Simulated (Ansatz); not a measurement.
**What spin–orbit coupling does to the bands of Rh**

```
Rh
1.0
     0.00000    1.90299    1.90299
     1.90299    0.00000    1.90299
     1.90299    1.90299    0.00000
Rh
1
Direct
  0.00000 0.00000 0.00000
```

Conventional cell: a = 3.806 Å, b = 3.806 Å, c = 3.806 Å, α = 90.00°, β = 90.00°, γ = 90.00°. Around Rh (atom 1) lie 12 Rh at 2.69 Å.

Structure from Materials Project entry mp-74 (possibly hypothetical), not relaxed further.

Spin polarisation is left out, and whether a magnetic state lies lower isn't shown here.

Methods: DFT, LDA, all-electron LAPW, scalar-relativistic (Ansatz 0.2.0); DFT, LDA, all-electron LAPW, Dirac equation with spin-orbit coupling (Ansatz 0.2.0).

Settings: a Γ-centred 18×18×18 k mesh, Fermi–Dirac smearing of 0.05 eV, basis error target 0.5 meV/atom, no spin polarisation.

Levels between -6 and 4 eV, each run counted from its own valence-band top where it has a gap, else its Fermi level. Scalar levels are listed once for both spins; with the coupling every spinor state is counted. Levels near the edges of the range can cross them.

Question: At Γ (0.000, 0.000, 0.000) the scalar-relativistic levels are -3.11 (×3), -0.99 (×2). What are they with spin–orbit coupling?

Answer: -3.21 (×4), -2.96 (×2), -0.98 (×4).

Question: At L (0.500, 0.500, 0.500) the scalar-relativistic levels are -3.17 (×2), 0.57 (×2), 0.67. What are they with spin–orbit coupling?

Answer: -3.33 (×2), -3.04 (×2), 0.48 (×2), 0.65 (×2), 0.66 (×2).

Question: At X (0.500, 0.000, 0.500) the scalar-relativistic levels are -5.97, 0.56, 0.98 (×2), 3.17. What are they with spin–orbit coupling?

Answer: -5.99 (×2), 0.51 (×2), 0.87 (×2), 1.13 (×2), 3.14 (×2).
